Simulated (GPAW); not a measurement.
# SnTe: band structure with BLYP

**What was measured.**

A printed reference work, textbook reports, for a bulk crystal of SnTe at 300 K: band gap 0.18 eV (direct).

Crystal: SnTe.

```
CELL_PARAMETERS angstrom
0.00000 3.15085 3.15085
3.15085 0.00000 3.15085
3.15085 3.15085 0.00000
ATOMIC_POSITIONS crystal
Te 0.50000 0.50000 0.50000
Sn 0.00000 0.00000 0.00000
```

```yaml
Program: GPAW 26.7.0
Task: band structure
Functional: BLYP
Potentials_or_basis: PAW data sets generated in the run's folder for this functional
Cutoff: 600 eV
Basis: pw
k_mesh: 6 × 6 × 6
Occupations: fermi-dirac, width 0.05 eV
Spin: spin-orbit coupling, no magnetisation
Eigensolver: davidson
Maxiter: 150
Band_path: GXWKGLUWLK,UX
Band_points: 80
spin_axis_theta_degrees: 90
spin_axis_phi_degrees: 45
Soc_after_scf: second variation
```

- Pressure: 5.9 GPa
- Band gap on the k mesh: 0.20 eV, direct
- Band gap along the path: 0.20 eV, direct

Levels at the corners of the path, in eV from the valence-band top:
```tsv
point	band 18	band 19	band 20	band 21	band 22	band 23
Γ	-1.76	-1.76	-1.76	2.71	2.71	3.68
X	-3.87	-3.37	-3.37	2.63	2.63	4.48
W	-4.57	-0.77	-0.77	0.91	0.91	4.77
K	-3.22	-2.53	-2.53	2.84	2.84	3.42
Γ	-1.76	-1.76	-1.76	2.71	2.71	3.68
L	-1.40	0.00	0.00	0.20	0.20	0.46
U	-3.22	-2.53	-2.53	2.84	2.84	3.42
W	-4.57	-0.77	-0.77	0.91	0.91	4.77
L	-1.40	0.00	0.00	0.20	0.20	0.46
K	-3.22	-2.53	-2.53	2.84	2.84	3.42
U	-3.22	-2.53	-2.53	2.84	2.84	3.42
X	-3.87	-3.37	-3.37	2.63	2.63	4.48
```

Run time: 29 s on 1 thread of AMD EPYC 9R45 96-Core Processor (Zen 5), on a shared host, peak memory 0.34 GiB.

Against the measured gap of SnTe, 0.18 eV (direct; 300 K; a printed reference work, textbook), the calculated 0.20 eV is off by +0.02 eV. The value is that of BLYP, without temperature or zero-point motion.

Caveat: spin-orbit coupling was added after a scalar SCF, so levels and gaps hold it while energy, forces, pressure and moments don't; this program's spin-orbit splittings come out too wide for heavy elements.
